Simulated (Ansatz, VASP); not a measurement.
**Pt in VASP and in Ansatz**

File INCAR:

```
SYSTEM = Pt
ALGO = Fast
EDIFF = 1E-6
ENCUT = 520
GGA = PS
ISIF = 2
ISMEAR = 0
LASPH = .True.
LCHARG = .True.
LELF = .True.
LREAL = .False.
LVHAR = .True.
LWAVE = .False.
NBANDS = 11
NELM = 80
PREC = Accurate
SIGMA = 0.1
```

The input KPOINTS:

```
k-points
0
Gamma
  18 18 18
  0 0 0
```

POSCAR

```
Pt
1.0
    0.0000000000      1.9974623314      1.9974623314
    1.9974623314      0.0000000000      1.9974623314
    1.9974623314      1.9974623314      0.0000000000
Pt
1
Direct
    0.0000000000      0.0000000000      0.0000000000
```

Input for Ansatz:

```yaml
crystal:
  lattice:
    - [0.0, 1.9974623317, 1.9974623317]
    - [1.9974623317, 0.0, 1.9974623317]
    - [1.9974623317, 1.9974623317, 0.0]
  atoms:
    - { symbol: Pt, position: [0.0, 0.0, 0.0] }
basis:
  ecutwfc: 420
kpoints:
  mp_grid: { grid: [18, 18, 18] }
hamiltonian:
  xc: pbesol
scf:
  occupations: { method: gaussian, width: 0.1 }
output:
  forces: true
  stress: true
  eigenvalues: true
```

Alike in both runs: task single point; functional PBEsol; k mesh 18 × 18 × 18; occupations gaussian, width 0.1 eV; no spin polarisation.

```csv
,VASP,Ansatz
version,VASP 6.6.1,Ansatz 0.2.0
potentials or method,"VASP PAW PBE potentials, release 64 (Pt)","scalar-relativistic, plane waves, PAW"
plane-wave cutoff (eV),520,420
valence electrons in the cell,10,18
```

```csv
,VASP,Ansatz,Ansatz less VASP
gap on the k mesh at the Fermi level (eV),none,none,-
pressure (GPa),-14.7,-14.3,+0.41
```

A gap of «none» marks a metal or a gap that the smearing closes. With one functional, cell and mesh, what is left measures potentials, basis and numerics. The two sets of potentials don't hold the same shells in valence.

Caveats: the PAW data sets were made with another functional, which shifts forces and pressure a little (VASP). The runs have no spin-orbit coupling, so splittings on Pt are missing.
